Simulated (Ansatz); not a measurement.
Consider NaBr in the rock salt structure (space group Fm-3m, No. 225; a = 6.036 Å). Axes: x, y, z lie along the cube axes.

The values are results of PBE (Ansatz, a first-principles code), no spin-orbit coupling, not measurements.

Base values:

The band gap is 4.07 eV.

The change: a free-standing slab of 6 layers (12 atoms, 2 a layer) is cut normal to the z axis, with 15 Å of vacuum and the in-plane cell held at bulk.

Problem. Estimate the effect on the band gap.

Solution. The band gap goes up by 0.07 eV to 4.14 eV.

Problem. Predict the new excess energy per area of both faces.

Solution. The excess energy per area of both faces (slab less bulk energy over the cell's area: twice a surface energy) is 0.24 J/m².

Slab and bulk use different k-meshes, which limits the precision of the excess energy. No phonon test of stability was made.
